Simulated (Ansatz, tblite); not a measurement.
# SrO with GFN2-xTB from a Python script

These are simulated results from tblite 0.8.0, not measurements. The cell was built from a prototype and was relaxed with r2SCAN in plane waves (Ansatz 0.2.0). Not every such cell is a known phase. All runs are without spin polarisation.

Space group P6_3/mmc (No. 194), hexagonal; a = 4.270 Å, c = 5.144 Å in the conventional setting, 20.31 Å³ an atom. Sr has 5 O at 2.47–2.57 Å; O has 5 Sr at 2.47–2.57 Å.

tblite solves periodic systems at the zone centre alone, so the script builds a cluster of 3×3×2 conventional cells (72 atoms), which folds in a coarse mesh of k points.

The script, run.py:

```python
import json
from ase import Atoms
from ase.build import make_supercell
from ase.units import Bohr, GPa, Hartree
from tblite.interface import Calculator

atoms = Atoms(['Sr', 'Sr', 'O', 'O'],
              cell=[[4.27002527, 0.0, 0.0], [-2.13501264, 3.69795036, 0.0], [0.0, 0.0, 5.14445698]],
              scaled_positions=[[0.333333333, 0.666666667, 0.25], [0.666666667, 0.333333333, 0.75], [0.666666667, 0.333333333, 0.25], [0.333333333, 0.666666667, 0.75]],
              pbc=True)
cluster = make_supercell(atoms, [[3, 0, 0], [0, 3, 0], [0, 0, 2]])
calc = Calculator('GFN2-xTB', cluster.numbers, cluster.positions / Bohr, lattice=cluster.cell[:] / Bohr, periodic=cluster.pbc)
calc.set('temperature', 0.02 / Hartree)
calc.set('max-iter', 150)
res = calc.singlepoint()
levels = res.get('orbital-energies') * Hartree
nv = round(res.get('orbital-occupations').sum() / 2)
cells = len(cluster) // len(atoms)
out = {'energy_per_cell': res.get('energy') * Hartree / cells, 'homo': levels[nv - 1], 'lumo': levels[nv],
       'stress': (-res.get('virial') * Hartree / cluster.get_volume() / GPa).tolist(), 'charges': res.get('charges')[:len(atoms)].tolist(), 'electrons': 2 * nv / cells}
json.dump(out, open('results.json', 'w'))
for key, value in out.items():
    print(key, value)
```

Command: `python run.py`. It took 8.5 s on 1 thread of Arm Neoverse V1 (shared host), peak memory 0.12 GiB.

What it printed:

```
------------------------------------------------------------
  cycle        total energy    energy error   density error
------------------------------------------------------------
      1     -145.4055114635  -1.4556474E+02   5.5826599E-01
      2     -164.4359491836  -1.9030438E+01   2.2263311E-01
      3     -165.6409414411  -1.2049923E+00   6.9300343E-02
      4     -165.4355548509   2.0538659E-01   8.4031383E-02
      5     -164.5702994706   8.6525538E-01   1.2354553E-01
      6     -165.9646528849  -1.3943534E+00   3.5014483E-02
      7     -166.1038408956  -1.3918801E-01   1.0969379E-02
      8     -166.0906853843   1.3155511E-02   1.2724583E-02
      9     -166.1067493880  -1.6064004E-02   8.2104348E-03
     10     -166.1065521468   1.9724123E-04   7.9629414E-03
     11     -166.1062687932   2.8335360E-04   7.3275269E-03
     12     -166.1051703041   1.0984891E-03   6.3015273E-03
     13     -166.1057410061  -5.7070203E-04   5.2782332E-03
     14     -166.1073081893  -1.5671832E-03   3.1053752E-03
     15     -166.1078377512  -5.2956186E-04   2.1741788E-03
     16     -166.1082381517  -4.0040058E-04   9.6652836E-04
     17     -166.1082932034  -5.5051665E-05   6.2860722E-04
     18     -166.1083012660  -8.0625821E-06   5.5373490E-04
     19     -166.1083042857  -3.0196868E-06   5.3315552E-04
     20     -166.1083201693  -1.5883600E-05   3.4411426E-04
     21     -166.1083189326   1.2366570E-06   3.5314055E-04
     22     -166.1083074019   1.1530695E-05   4.7699160E-04
     23     -166.1082991089   8.2929927E-06   5.4322390E-04
     24     -166.1083143946  -1.5285707E-05   3.8465413E-04
     25     -166.1083192530  -4.8583495E-06   3.2087566E-04
     26     -166.1083175881   1.6649092E-06   3.4334432E-04
     27     -166.1083286749  -1.1086835E-05   9.8298630E-05
     28     -166.1083292877  -6.1280289E-07   6.0028316E-05
     29     -166.1083292122   7.5482603E-08   6.4450665E-05
     30     -166.1083293236  -1.1136333E-07   5.6615878E-05
     31     -166.1083294768  -1.5316695E-07   3.6879183E-05
     32     -166.1083295149  -3.8083812E-08   2.9733543E-05
     33     -166.1083295074   7.4116144E-09   3.2397207E-05
     34     -166.1083295130  -5.5125042E-09   2.7690680E-05
     35     -166.1083295385  -2.5524486E-08   1.7129188E-05
------------------------------------------------------------

 total:                                   7.762 sec
energy_per_cell -251.11321538523967
homo -12.808555671998647
lumo -12.730186119812224
stress [[-9.978935079690439, -8.664154128425114e-05, 6.713852281203459e-07], [-8.664154128433189e-05, -9.979034785975221, -3.876242459041028e-07], [6.713852280654303e-07, -3.8762424580287296e-07, -7.396132704007135]]
charges [0.5139775833505634, 0.5139745613210522, -0.5139917307063286, -0.513990489311065]
electrons 16.0
```

The cycle table is in hartree for the whole cluster, and the lines after it are in eV (the energy for one cell). The printed stress is in GPa and positive in compression, and the pressure is its mean diagonal.

GFN2-xTB gives a gap of 0.08 eV. On the same cell, plane-wave PBE (Ansatz, 12×12×6 k points and the special points) gives a gap of 2.66 eV and r2SCAN a gap of 3.03 eV; on shared hosts these took about 8.9 and 22 core-seconds on the 4-atom cell, against 8.5 for the script. Semilocal gaps usually lie below measured ones. This method closes a gap that PBE finds, a failure in kind.

The same script was run on cells scaled at fixed shape and fractional coordinates:

| volume (Å³/atom) | energy (meV/atom) | pressure (GPa, positive in compression) | gap (eV) |
| --- | --- | --- | --- |
| 17.87 | -130.4 | -7.66 | 0.07 |
| 19.09 | -67.8 | -8.71 | 0.08 |
| 20.31 | 0.0 | -9.12 | 0.08 |
| 21.53 | 69.6 | -9.14 | 0.08 |
| 22.75 | 138.4 | -8.95 | 0.09 |

The minimum lies beyond the smallest of these volumes.

xTB was fitted mostly to molecules, and a small cluster samples few k points, so gaps, pressures and kinks along a curve can be far from a solid's.
